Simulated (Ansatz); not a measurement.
# Zn2InGaO5: ¹¹³In NMR of the central transition

Cell: a computed structure from the Materials Project (it need not be an observed phase), taken as it stands.

```cif
data_Zn2InGaO5
_symmetry_space_group_name_H-M 'P6_3/mmc'
_symmetry_Int_Tables_number 194
_cell_length_a 3.3461
_cell_length_b 3.3461
_cell_length_c 22.7455
_cell_angle_alpha 90.000
_cell_angle_beta 90.000
_cell_angle_gamma 120.000
loop_
_atom_site_label
_atom_site_type_symbol
_atom_site_symmetry_multiplicity
_atom_site_Wyckoff_symbol
_atom_site_fract_x
_atom_site_fract_y
_atom_site_fract_z
Zn Zn 4 f 0.3333 0.6667 0.6354
In In 2 a 0.0000 0.0000 0.5000
Ga Ga 2 b 0.0000 0.0000 0.7500
O9 O 4 f 0.3333 0.6667 0.5481
O10 O 4 e 0.0000 0.0000 0.6622
O11 O 2 d 0.3333 0.6667 0.7500
```

One atom of each set is listed.

Method: Kohn–Sham DFT in Ansatz, r2SCAN, plane waves and PAW (field gradients read without the response of the frozen cores, which leaves them typically 4 to 6 % off), scalar-relativistic, 500 eV cutoff, Γ-centred 7×7×1 k-points, Fermi–Dirac smearing 0.02 eV.

¹¹³In has I = 9/2 and Q = 761.0 mb (Pyykkö 2018); at 9.4 T its Larmor frequency is ν₀ = 88.0 MHz (from the bare nuclear moment; shielding lowers the observed one by a per cent or two). Only the quadrupole interaction is simulated: positions count from each site's isotropic chemical shift, and shift anisotropy, dipolar and J coupling are left out.

Simulated pattern of one In site (static powder, Gaussian broadening 70 kHz):

```tsv
offset (kHz)	height
-796.1	3
-763.3	22
-730.6	72
-697.9	100
-665.2	83
-632.5	63
-599.7	53
-567.0	47
-534.3	43
-501.6	40
-468.8	38
-436.1	36
-403.4	35
-370.7	34
-338.0	33
-305.2	32
-272.5	31
-239.8	31
-207.1	30
-174.3	30
-141.6	30
-108.9	30
-76.2	30
-43.4	29
-10.7	28
22.0	25
54.7	24
87.4	25
120.2	26
152.9	27
185.6	28
218.3	30
251.1	33
283.8	37
316.5	45
349.2	59
382.0	71
414.7	51
447.4	16
480.1	2
```

Question: Which |C_Q| and η does the pattern imply?

Answer: The pattern spans 1128 kHz before broadening and its centre of gravity is at -217 kHz, which fixes P_Q; the places of the horns and steps fix η. That gives P_Q = 117 MHz, |C_Q| = 117 MHz and η = 0.00. The sign of C_Q can't be read from the pattern.

An axis of threefold or higher order runs through In, so V_zz lies along it and η is zero.

At this cell the r2SCAN pressure is -7 GPa, so with r2SCAN the cell would shrink if it were relaxed. The entry's cell may itself be off. Without spin–orbit coupling (the program notes it for In) the gradients are little affected as a rule: paired runs on crystals with a gap mostly move them by under 2 % at such atoms.
